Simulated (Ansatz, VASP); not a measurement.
## One calculation of HfO2, two programs

```
CELL_PARAMETERS angstrom
4.84541 0.00000 0.00000
0.00000 4.84541 0.00000
0.00000 0.00000 3.22664
ATOMIC_POSITIONS crystal
Hf 0.50000 0.50000 0.50000
Hf 0.00000 0.00000 0.00000
O 0.80504 0.19496 0.50000
O 0.69496 0.69496 0.00000
O 0.30504 0.30504 0.00000
O 0.19496 0.80504 0.50000
```

Change from the starting cell: volume scaled by 1.02.

Alike in both runs: task single point; functional PBEsol; k mesh 6 × 6 × 8; occupations fermi-dirac, width 0.05 eV; no spin polarisation.

|  | VASP | Ansatz |
| --- | --- | --- |
| version | VASP 6.6.1 | Ansatz 0.2.0 |
| potentials or method | VASP PAW PBE potentials, release 64 (Hf_pv, O), cutoff 520 eV | all-electron LAPW, scalar-relativistic |

|  | VASP | Ansatz | Ansatz less VASP |
| --- | --- | --- | --- |
| gap on the k mesh at the Fermi level (eV) | 3.80 | 3.85 | +0.053 |
| least direct gap on the mesh (eV) | 3.80 | 3.85 | +0.053 |
| pressure (GPa) | -5.3 | -2.6 | +2.70 |
| largest component of the traceless stress (GPa) | 1.31 | 0.84 | -0.466 |
| rms of the force components (eV/Å) | 0.044 | 0.023 | -0.0213 |

Atom by atom the forces differ by 0.021 eV/Å (rms over components). Ansatz ran all-electron here, so the differences hold the error of VASP's frozen core and of both bases.

Caveats: spin-orbit coupling is left out, which moves the levels of the heavy elements; the PAW data sets were made with another functional, which shifts forces and pressure a little (VASP). A k mesh can miss the band edges.
